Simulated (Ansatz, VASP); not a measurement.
# One calculation of AlN, two programs

Contents of INCAR:

```
SYSTEM = AlN
PREC = Accurate ; ENCUT = 520
EDIFF = 1E-6 ; ISMEAR = 0
SIGMA = 0.05 ; LREAL = .FALSE.
LASPH = .TRUE. ; NELM = 100
ALGO = Normal ; ISIF = 2
LWAVE = .FALSE. ; LCHARG = .FALSE.
GGA = PE ; NBANDS = 16
```

File KPOINTS:

```
regular mesh
0
G
  12 12 6
  0 0 0
```

The input POSCAR:

```
AlN
1.0
    3.1110021516      0.0000000000      0.0000000000
   -1.5555010758      2.6942068945      0.0000000000
    0.0000000000      0.0000000000      4.9780000000
Al N
2 2
Direct
    0.3333333333      0.6666666667      0.0156428106
    0.6666666667      0.3333333333      0.5156428106
    0.3333333333      0.6666666667      0.3548674166
    0.6666666667      0.3333333333      0.8548674166
```

Input for Ansatz:

```yaml
crystal:
  lattice:
    - [3.1110021516, 0.0, 0.0]
    - [-1.5555010758, 2.6942068945, 0.0]
    - [0.0, 0.0, 4.978]
  atoms:
    - { symbol: Al, position: [0.3333333333, 0.6666666667, 0.0156428106] }
    - { symbol: Al, position: [0.6666666667, 0.3333333333, 0.5156428106] }
    - { symbol: "N", position: [0.3333333333, 0.6666666667, 0.3548674166] }
    - { symbol: "N", position: [0.6666666667, 0.3333333333, 0.8548674166] }
basis:
  ecutwfc: 420
kpoints:
  mp_grid: { grid: [12, 12, 6] }
hamiltonian:
  xc: pbe
scf:
  occupations: { method: gaussian, width: 0.05 }
output:
  forces: true
  stress: true
  eigenvalues: true
```

Change from the starting cell: mode 7 (584.8 1/cm) frozen in, largest displacement -0.150 Å.

Alike in both runs: task single point; functional PBE; k mesh 12 × 12 × 6; occupations gaussian, width 0.05 eV; no spin polarisation.

```csv
,VASP,Ansatz
version,VASP 6.6.1,Ansatz 0.2.0
potentials or method,"VASP PAW PBE potentials, release 64 (Al, N)","scalar-relativistic, plane waves, PAW"
plane-wave cutoff (eV),520,420
valence electrons in the cell,16,16
```

|  | VASP | Ansatz | Ansatz less VASP |
| --- | --- | --- | --- |
| gap on the k mesh at the Fermi level (eV) | 4.06 | 4.05 | -0.010 |
| least direct gap on the mesh (eV) | 4.06 | 4.05 | -0.010 |
| pressure (GPa) | 11.7 | 11.9 | +0.14 |
| largest component of the traceless stress (GPa) | 31.61 | 31.27 | -0.337 |
| rms of the force components (eV/Å) | 2.784 | 2.765 | -0.0186 |

Atom by atom the forces differ by 0.019 eV/Å (rms over components). The functional is the same, so the differences come from potentials, cutoffs and numerics.

Caveats: forces of over 1 eV/Å show positions far from the minimum, so gaps and moduli don't describe the material at rest. A k mesh can miss the band edges.
